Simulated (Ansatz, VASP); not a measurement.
## SnTe in VASP and in Ansatz

```
Sn Te
1.0
     0.00000    3.15650    3.15650
     3.15650    0.00000    3.15650
     3.15650    3.15650    0.00000
Sn Te
1 1
Cartesian
  3.1565 3.1565 3.1565
  0.0000 0.0000 0.0000
```

Alike in both runs: task single point; functional RPBE; k mesh 6 × 6 × 6; occupations gaussian, width 0.05 eV; no spin polarisation.

|  | VASP | Ansatz |
| --- | --- | --- |
| version | VASP 6.6.1 | Ansatz 0.2.0 |
| potentials or method | VASP PAW PBE potentials, release 64 (Sn_d, Te) | scalar-relativistic, plane waves, PAW |
| plane-wave cutoff (eV) | 520 | 420 |
| valence electrons in the cell | 20 | 30 |

```csv
,VASP,Ansatz,Ansatz less VASP
gap on the k mesh at the Fermi level (eV),0.06,0.06,-0.001
least direct gap on the mesh (eV),0.06,0.06,-0.001
pressure (GPa),3.4,3.4,+0.01
```

The two sets of potentials don't hold the same shells in valence.

Caveats: the PAW data sets were made with another functional, which shifts forces and pressure a little (VASP); spin-orbit coupling is left out, which moves the levels of the heavy elements.
